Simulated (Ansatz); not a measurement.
Bi2Se3 (Paraguanajuatite):

```
CELL_PARAMETERS angstrom
2.07150 1.19598 9.54533
-2.07150 1.19598 9.54533
0.00000 -2.39196 9.54533
ATOMIC_POSITIONS crystal
Bi 0.59920 0.59920 0.59920
Bi 0.40080 0.40080 0.40080
Se 0.78830 0.78830 0.78830
Se 0.21170 0.21170 0.21170
Se 0.00000 0.00000 0.00000
```

```yaml
Program: Ansatz 0.2.0
Task: relaxation of cell and atoms
Functional: RPBE
Potentials_or_basis: Ansatz PAW
Cutoff: "420 eV (not typed: the program's choice for these potentials)"
k_mesh: 8 × 8 × 8
Occupations: fermi-dirac, width 0.05 eV
Spin: no spin polarisation
```

At the start: volume 28.38 Å³/atom.

**Question.** Where does the relaxation end?

**Answer.** It ends after 14 steps and the volume is 37.20 Å³/atom (+31.1 %); space group R-3m (No. 166, to 0.05 Å).

The path:
```tsv
step	energy change (eV)	largest force (eV/Å)	volume (Å³)
1	0.0000	0.1607	141.89
2	-0.1292	0.4894	162.89
3	-0.2221	0.0997	163.16
4	-0.2560	0.0929	164.34
5	-0.2752	0.0230	169.15
6	-0.2773	0.0421	171.86
7	-0.2775	0.0087	172.08
8	-0.2905	0.0099	172.08
9	-0.2973	0.0098	175.44
10	-0.3026	0.0132	181.64
11	-0.3030	0.0311	185.01
12	-0.3032	0.0021	185.07
13	-0.3032	0.0008	185.98
14	-0.3046	0.0005	185.98
```

Final structure:
```cif
data_structure
_symmetry_space_group_name_H-M 'P 1'
_symmetry_Int_Tables_number 1
_cell_length_a 12.2306
_cell_length_b 12.2306
_cell_length_c 12.2306
_cell_angle_alpha 19.932
_cell_angle_beta 19.932
_cell_angle_gamma 19.932
_cell_volume 185.98
loop_
_atom_site_label
_atom_site_type_symbol
_atom_site_fract_x
_atom_site_fract_y
_atom_site_fract_z
_atom_site_occupancy
Bi1 Bi 0.61187 0.61187 0.61187 1
Bi2 Bi 0.38813 0.38813 0.38813 1
Se1 Se 0.76483 0.76483 0.76483 1
Se2 Se 0.23517 0.23517 0.23517 1
Se3 Se 0.00000 0.00000 0.00000 1
```

Caveat: the volume moved by over 15 % at a fixed basis, so the end points are rough; the plane-wave basis is chosen anew once the cell has moved, so the energies of steps on either side of that aren't comparable; the volume moved by +31 % from the deposited cell, more than functionals usually miss; the PAW data sets come from PBE, with cores solved anew for the run's functional, which leaves a small shift of forces and pressure.
